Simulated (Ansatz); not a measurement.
**Cr (fcc)**

Computed with Ansatz (plane waves, PAW, 420 eV cutoff): PBE with spin–orbit coupling, two-component spinors, Γ-centred 20×20×20 mesh, 0.05 eV Gaussian smearing. The datasets are Ansatz's generated set soft_2.

```yaml
crystal:
  lattice:
    - [0.00000, 1.81078, 1.81078]
    - [1.81078, 0.00000, 1.81078]
    - [1.81078, 1.81078, 0.00000]
  atoms:
    - { symbol: Cr, position: [0.00000, 0.00000, 0.00000] }
```

At room temperature and ambient pressure Cr is bcc.

Magnetic state: non-magnetic, site spin moments none.

Path: Γ–X–U | K–Γ–L–W–X, with Γ = (0.000, 0.000, 0.000), X = (0.500, 0.000, 0.500), U = (0.625, 0.250, 0.625), K = (0.375, 0.375, 0.750), L = (0.500, 0.500, 0.500), W = (0.500, 0.250, 0.750) in reciprocal vectors of the calculation's cell.

Is it a metal or an insulator, and if it has a gap, where are the band edges on this path?

A metal: bands cross the Fermi level.

Levels between -3 and 5 eV from the Fermi level at the path's named points:
| point | below E_F (eV) | above E_F (eV) |
| --- | --- | --- |
| Γ | -0.43 -0.43 -0.43 -0.43 -0.38 -0.38 | 1.36 1.36 1.36 1.36 |
| X |  | 2.53 2.53 2.85 2.85 2.90 2.90 3.68 3.68 |
| U and K | -2.54 -2.54 -0.14 -0.14 | 1.52 1.52 2.43 2.43 |
| L | -0.57 -0.57 -0.51 -0.51 | 0.80 0.80 2.54 2.54 2.58 2.58 |
| W | -2.89 -2.89 -1.54 -1.54 -1.54 -1.54 | 1.10 1.10 2.88 2.88 |

The starting moments died out; a magnetic state reached from other starts isn't excluded.
